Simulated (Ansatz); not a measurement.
# Nb2COF MXene monolayer in a perpendicular field

Aim: how the Nb2COF MXene monolayer screens a field along its normal, and what the field does to its bands. A positive field points along +c.

Method: plane-wave DFT, PBE-D4, Ansatz PAW, in Ansatz 0.2.0.

This is a report of a sequence of runs, with most program output left out.

## (1) Set-up

The cell holds 5 atoms: 1 F, 2 Nb, 1 C and 1 O. Its edges and angles: a = 3.151 Å, b = 3.151 Å, c = 40.043 Å, α = 90.0°, β = 90.0°, γ = 120.0°. Vacuum lies along c.

## (2) Relaxation

The starting cell is a guess, so the in-plane lattice and the atoms are relaxed first, with the slab cut off from its images along the normal.

input.yaml reads:

```yaml
crystal:
  lattice:
    - [3.150576, 0.0, 0.0]
    - [-1.575288, 2.7284788526, 0.0]
    - [0.0, 0.0, 40.0426923709]
  atoms:
    - { symbol: F, position: [0.3333333333, 0.6666666667, 0.4432768865] }
    - { symbol: Nb, position: [0.6666666667, 0.3333333333, 0.4666694114], spin: 1.0 }
    - { symbol: C, position: [0.0, 0.0, 0.4977146103] }
    - { symbol: Nb, position: [0.3333333333, 0.6666666667, 0.5287598093], spin: 1.0 }
    - { symbol: O, position: [0.6666666667, 0.3333333333, 0.5567231135] }
  periodic: [true, true, false]
magnetization:
  spin_polarized: true
kpoints:
  mp_grid: { grid: [12, 12, 1] }
hamiltonian:
  xc: pbe
  dispersion: d4
scf:
  occupations: { method: fermi_dirac, width: 0.05 }
  convergence: { dr2_threshold: 1.0e-09 }
relax:
  f_tol: 0.004
  max_steps: 90
  cell: {}
output:
  write_potential: true
  write_density: true
  volumetric_format: npy
```

The run is started by

```console
> ansatz run input.yaml --threads 4 --pin off --max-ram 6144MiB --backend cpu --events-out ev --progress --plain --runs-dir out
```

Elapsed: 56 s, on 4 threads of Intel Xeon Platinum 8488C (Sapphire Rapids), shared host; peak memory 0.91 GiB; 3.6 min of CPU time.

The steps of the relaxation:

```
step  energy less that of the first step (eV)  largest force component (eV/Å)  volume (Å³)
   1                                   0.0000                          7.1235       344.22
   2                                  -1.2844                          1.4457       345.62
   3                                  -1.4462                          0.1834       335.97
   4                                  -1.4512                          0.0428       338.66
   5                                  -1.4512                          0.0158       338.86
   6                                  -1.4512                          0.0070       338.96
   7                                  -1.4512                          0.0012       338.97
  8*                                  -1.4487                          0.0014       338.97
```

Relaxation steps marked * repeat the geometry before them on a plane-wave basis chosen anew for their cell, so energy and pressure can jump there.

Forces are held to the 6 operations that the run works with; a distortion that breaks them can't arise in this run.

```
cell as run  before  after  change
      a (Å)   3.151  3.126  -0.8 %
      b (Å)   3.151  3.126  -0.8 %
```

The atoms that moved most (Å, along periodic axes as changes of fractional coordinates times the final cell, across vacuum about the mean position):

```
atom     dx     dy      dz  length
  F1  0.000  0.000  -0.318   0.318
 Nb2  0.000  0.000   0.164   0.164
 Nb4  0.000  0.000   0.070   0.070
  C3  0.000  0.000   0.065   0.065
  O5  0.000  0.000   0.020   0.020
```

Final coordinates:

```xyz
5
Lattice="3.1265 0.0000 0.0000 -1.5632 2.7076 0.0000 0.0000 0.0000 40.0427" Properties=species:S:1:pos:R:3
F     0.0000    1.8051   17.4318
Nb    1.5632    0.9025   18.8507
C     0.0000    0.0000   19.9943
Nb    0.0000    1.8051   21.2427
O     1.5632    0.9025   22.3127
```

Numbers from this step:

| Quantity | Value |
| --- | --- |
| energy at zero smearing | -10735.4249 eV |

The lattice constant a goes from 3.151 to 3.126 Å.

## (3) Single point, field 0

A sawtooth potential applies the field, turning back in the middle of the vacuum. With the dipole correction the typed value is the field outside the slab. The induced dipole is small, so the SCF threshold is tight.

The cell differs from the one that the last finished run ended in (c 40.043 → 22.881 Å).

input.yaml reads:

```yaml
crystal:
  lattice:
    - [3.1264501753, 0.0, 0.0]
    - [-1.5632250876, 2.7075852755, 0.0]
    - [0.0, 0.0, 22.8809764641]
  atoms:
    - { symbol: F, position: [0.3333333333, 0.6666666667, 0.3933398565] }
    - { symbol: Nb, position: [0.6666666667, 0.3333333333, 0.4553537355] }
    - { symbol: C, position: [0.0, 0.0, 0.5053355549] }
    - { symbol: Nb, position: [0.3333333333, 0.6666666667, 0.5598925555] }
    - { symbol: O, position: [0.6666666667, 0.3333333333, 0.6066601435] }
kpoints:
  mp_grid: { grid: [18, 18, 1] }
  band_path:
    path: [[0, 0, 0], [0.5, 0, 0], [0.33333333, 0.33333333, 0], [0, 0, 0]]
    npoints: 16
hamiltonian:
  xc: pbe
  dispersion: d4
scf:
  occupations: { method: fermi_dirac, width: 0.05 }
  convergence: { dr2_threshold: 1.0e-10 }
efield:
  axis: 3
  dipole_correction: true
  ramp_position: 0.97
  ramp_width: 0.06
  amplitude: 0
output:
  dos: { projected: true, e_range: [-6, 5] }
  bader: true
  write_potential: true
  write_density: true
  volumetric_format: npy
  elf: true
```

It took 14 s on 4 threads; peak memory 0.67 GiB; 53 s of CPU time.

This step gave:

```yaml
energy_at_zero_smearing: -10735.4213 eV
work_function_upper_face: 5.907 eV
work_function_lower_face: 4.788 eV
dipole_along_the_normal: -0.05236 e·Å
step_between_the_vacuum_levels: 1.119 eV
```

Running mean over a fixed 2.7 Å (it still follows the layers) of the planar mean; the ramp of the sawtooth is left out. The electron's electrostatic potential energy less the Fermi level by z:

```
z (Å)  electron's electrostatic potential energy less the Fermi level (eV)
    4                                                                 4.79
    5                                                                 4.79
    6                                                                 4.78
    7                                                                 4.63
    8                                                                 1.63
    9                                                                -4.83
   10                                                                -11.9
   11                                                                -13.8
   12                                                                -14.5
   13                                                                -12.4
   14                                                                -6.01
   15                                                                 2.40
   16                                                                 5.74
   17                                                                 5.90
   18                                                                 5.91
   19                                                                 5.91
```

The density of states has structure finer than the step of the table below, so its rows give means over 0.25 eV, whole bins alone (the curve runs from -6 to 1.97 eV). Peaks (eV: height): -5.640: 7.16, -5.530: 6.42, -5.230: 10.2, -4.040: 7.92, -3.440: 8.81, -3.190: 7.25, 1.550: 8.86.

The density of states by energy, zero at the Fermi level; means over each step:

energy (eV), density of states (states/eV a cell) and a bar:
```
    -5.75        2.3 ###########
    -5.50        4.9 #######################
    -5.25        6.4 ##############################
    -5.00        3.1 ###############
    -4.75        3.9 ##################
    -4.50        3.3 ###############
    -4.25        2.5 ############
    -4.00        3.7 #################
    -3.75        2.2 ##########
    -3.50        4.7 ######################
    -3.25        3.9 ##################
    -3.00        0.0 
    -2.75        0.0 
    -2.50        0.0 
    -2.25        0.0 
    -2.00        0.0 
    -1.75        1.7 ########
    -1.50        1.8 #########
    -1.25        2.0 #########
    -1.00        1.5 #######
    -0.75        1.4 #######
    -0.50        1.7 ########
    -0.25        1.0 #####
     0.00        1.7 ########
     0.25        1.5 #######
     0.50        1.1 #####
     0.75        1.0 #####
     1.00        1.1 #####
     1.25        2.1 ##########
     1.50        5.8 ###########################
     1.75        4.3 ####################
```

Projected DOS per atom over height of the atomic layer and energy from the Fermi level. Layers: F Nb C Nb O from below.

Ten even steps from '_' (0.00 states/eV) to '@' (2.08 states/eV), each cell a mean:
```
__%%__%%__
__@@..@@__
__--__..__
__--__..__
__==__..__
__==__..__
__--__..__
__--__::__
__==__::..
__--__::::
__..__..::
__________
__________
__________
__--++..%%
__::--..**
__..::::##
__::--..==
__--**==::
..::******
....==##@@
::..::--==
```
Columns: height of the atomic layer (Å) from 9 to 13.9 (not evenly spaced); rows upwards: energy from the Fermi level (eV) from -5.96 to 1.96.

Electronic bands along the path, in eV, zero at the Fermi level:

```
  point  band 18  band 19  band 20  band 21  band 22  band 23  band 24  band 25
      Γ    -3.56    -3.12    -3.12    -0.83    -0.83    -0.07     1.47     1.47
halfway    -4.68    -3.57    -3.43    -1.60     0.29     0.33     1.53     2.04
      M    -4.47    -4.23    -3.30    -1.79     1.34     2.06     2.42     2.83
halfway    -4.58    -4.26    -3.44    -1.31     1.00     1.42     2.11     2.51
      K    -4.46    -3.94    -3.93    -0.21     0.18     0.89     1.80     2.34
halfway    -4.74    -4.01    -3.30    -1.01    -0.80     1.37     1.80     1.98
      Γ    -3.56    -3.12    -3.12    -0.83    -0.83    -0.07     1.47     1.47
```

ELF in the ca plane at fractional y = 0.333, with atoms of Nb and O within 0.2 Å of it. It is the smooth field of the valence electrons, not physical close to the nuclei.

Values, 5 rows by 16 columns, each cell a mean:
```
0.00 0.00 0.00 0.00 0.00 0.00 0.03 0.11 0.56 0.42 0.27 0.36 0.75 0.36 0.02 0.00
0.00 0.00 0.00 0.00 0.00 0.00 0.01 0.14 0.57 0.53 0.18 0.54 0.66 0.52 0.04 0.00
0.00 0.00 0.00 0.00 0.00 0.00 0.04 0.12 0.56 0.42 0.26 0.37 0.75 0.37 0.02 0.00
0.00 0.00 0.00 0.00 0.00 0.01 0.19 0.40 0.18 0.45 0.36 0.25 0.22 0.06 0.00 0.00
0.00 0.00 0.00 0.00 0.00 0.01 0.19 0.41 0.16 0.46 0.36 0.24 0.19 0.06 0.00 0.00
```
Columns run along c (16.0 Å, from fractional 0.07 to 0.77 of the cell), rows up along a (3.1 Å). Atoms in or near the plane, at fractional coordinates: Nb at (0.46, 0.67), O at (0.61, 0.67).

Valence density in the ca plane at fractional y = 0.333, with atoms of Nb and O within 0.2 Å of it. It is the smooth field of the valence electrons, not physical close to the nuclei.

Ten steps, logarithmic in the rise over the least value, from '0' (0.0 e/Å³) to '9' (6.6 e/Å³), each cell a mean:
```
00000000012246765433345554200000000000000000
00000000001368987432346896310000000000000000
00000000001379997432347997410000000000000000
00000000001368986433346886310000000000000000
00000000012246665433344553200000000000000000
00000000123333344444554321000000000000000000
00000000134332334445554311000000000000000000
00000000123333444444444332100000000000000000
```
Columns run along c (16.0 Å, from fractional 0.23 to 0.93 of the cell), rows up along a (3.1 Å). Atoms in or near the plane, at fractional coordinates: Nb at (0.46, 0.67), O at (0.61, 0.67).

Electrostatic potential energy in the ca plane at fractional y = 0.333, with atoms of Nb and O within 0.2 Å of it. With pseudopotentials it is smooth inside the atoms' cores, unlike the true potential.

Ten even steps from '0' (-49 eV) to '9' (6 eV), each cell a mean:
```
99999999999999999999986313688878878999999999
99999999999999999999862000478888412799999999
99999999999999999999861000278988200599999999
99999999999999999999872000478888523799999999
99999999999999999999986434788877888999999999
99999999999999999999988778888755789999999999
99999999999999999999998888887645689999999999
99999999999999999999988777888766789999999999
```
Columns run along c (16.0 Å, from fractional 0.07 to 0.77 of the cell; values clipped at the 3rd and 97th percentile), rows up along a (3.1 Å). Atoms in or near the plane, at fractional coordinates: Nb at (0.46, 0.67), O at (0.61, 0.67).

The work function of the upper face is 5.91 eV.

## (4) Single point, field 0.1 V/Å

Edit input.yaml of step 3 so:

```diff
@@ -27,6 +27,4 @@
   ramp_width: 0.06
-  amplitude: 0
+  amplitude: 0.1
 output:
-  dos: { projected: true, e_range: [-6, 5] }
-  bader: true
   write_potential: true
@@ -34,2 +32 @@
   volumetric_format: npy
-  elf: true
```

Elapsed: 6.5 s, on 4 threads; peak memory 0.63 GiB.

The dipole is -0.0265 e·Å, 0.0258 e·Å from its value without field.

## (5) Single point, field -0.1 V/Å

Edit input.yaml of step 4 so:

```diff
@@ -27,3 +27,3 @@
   ramp_width: 0.06
-  amplitude: 0.1
+  amplitude: -0.1
 output:
```

Elapsed: 6.4 s, on 4 threads; peak memory 0.62 GiB; 25 s of CPU time.

The dipole is -0.0782 e·Å, -0.0259 e·Å from its value without field.

## (6) Atoms held, field 0.5 V/Å

Edit input.yaml of step 5 so:

```diff
@@ -27,3 +27,3 @@
   ramp_width: 0.06
-  amplitude: -0.1
+  amplitude: 0.5
 output:
```

Run time: 6.6 s. Hardware: 4 threads; peak memory 0.63 GiB; 25 s of CPU time.

The dipole is 0.0769 e·Å, 0.129 e·Å from its value without field.

## (7) Single point, field -0.3 V/Å

Edit input.yaml of step 6 so:

```diff
@@ -27,4 +27,6 @@
   ramp_width: 0.06
-  amplitude: 0.5
+  amplitude: -0.3
 output:
+  dos: { projected: true, e_range: [-6, 5] }
+  bader: true
   write_potential: true
@@ -32 +34,2 @@
   volumetric_format: npy
+  elf: true
```

Run time: 14 s. Hardware: 4 threads; peak memory 0.64 GiB.

The dipole is -0.130 e·Å, -0.0776 e·Å from its value without field.

## (8) Response, atoms held

This step: plane-wave DFT, PBE-D4, Ansatz PAW; response to a field along the normal, atoms held (Ansatz 0.2.0).

The dipoles give the slope, and the difference of two potentials shows where the field is screened.

This step gave:

```
equivalent conductor thickness p/(ε₀AE) : 5.527 Å
distance between the outer atoms        : 4.881 Å
```

Dipole of the cell against applied field:

```
applied field (V/Å)  dipole of the cell (e·Å)
             -0.300                    -0.130
             -0.100                   -0.0782
              0.000                   -0.0524
              0.100                   -0.0265
              0.500                    0.0769
```

[end of part 1 of 2]

[Logs are printed without paths, hosts, clocks, repeated set-up lines and the standing remarks that a program may print on its own settings, such as how far it seeks lower states.]

[Hosts, paths, dates, database ids (printed as entryN), source tags and the programs' standing remarks are cut or masked in the printed files.]

[Maps of the electrostatic potential energy from Ansatz leave out the sawtooth potential of an applied field or a dipole correction, so their vacuum need not be flat; planar profiles and work functions include it.]

[The density of states shown here was stored with 400 of the rows of the run's finer table, so its peaks can read low, often by over a quarter, or be missed, and its means over a window can be off by a tenth or more.]
